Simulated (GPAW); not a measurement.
# Surface energy and work function of K(100) from slabs of 4 to 14 layers (RPBE)

How do energy and work function of K(100) films settle with thickness, and what surface energy follows?

How it was computed: GPAW 26.7.0, plane waves at 450 eV with PAW setups; symmetric 1×1 slabs cut at the tabulated lattice constant (two decimals; low-temperature values for the alkali metals), atoms at bulk places, 7.5 Å of vacuum on each side, one in-plane mesh for all thicknesses, Fermi-Dirac smearing of 0.1 eV. Energies are extrapolated to zero smearing and count from the program's reference atoms. Functional RPBE. The cell's area is 27.353 Å².

The runs, one held back:

```
layers  energy (eV)  work function (eV)
     4      −4.0359                2.22
     5      −5.1276                2.16
     6      −6.2227                2.19
     7      −7.3043                2.19
     8      −8.3975                2.18
     9      −9.4882                2.19
    10     −10.5748                2.18
    11     −11.6669                2.18
    12     −12.7545                2.19
    14            ?                   ?
```

To predict: What surface energy do these runs give, and what energy and work function should the 14-layer slab have?

Worked answer. A slab of n layers has E(n) = nε + 2Aγ once its middle is bulk-like. A line through n = 6 to 12 has the slope ε = −1.0892 eV a layer and the intercept 2Aγ = 0.3159 eV (r.m.s. residual 2.2 meV). So γ = 0.3159 / (2 × 27.353 Å²) = 0.0058 eV/Å² = 0.09 J/m², with a standard error of under 0.01 J/m² from the scatter about the line. For 14 layers: 0.3159 + 14 × (−1.0892) = −14.933 eV; the run gives −14.935 eV, 1.8 meV under the line. The work function has no such law: from 6 to 12 layers it moves between 2.18 and 2.19 eV (mean 2.19), and the 14-layer slab gives 2.19 eV. The thinnest slab, 4 layers, lies +0.03 eV from that mean.

Caveats: The surfaces are unrelaxed, so γ is an upper bound for this functional and lattice constant. The tabulated lattice constant isn't the functional's own, which strains the slab a little.

[Logs are printed without paths, hosts, clocks, repeated set-up lines and the standing remarks that a program may print on its own settings, such as how far it seeks lower states.]
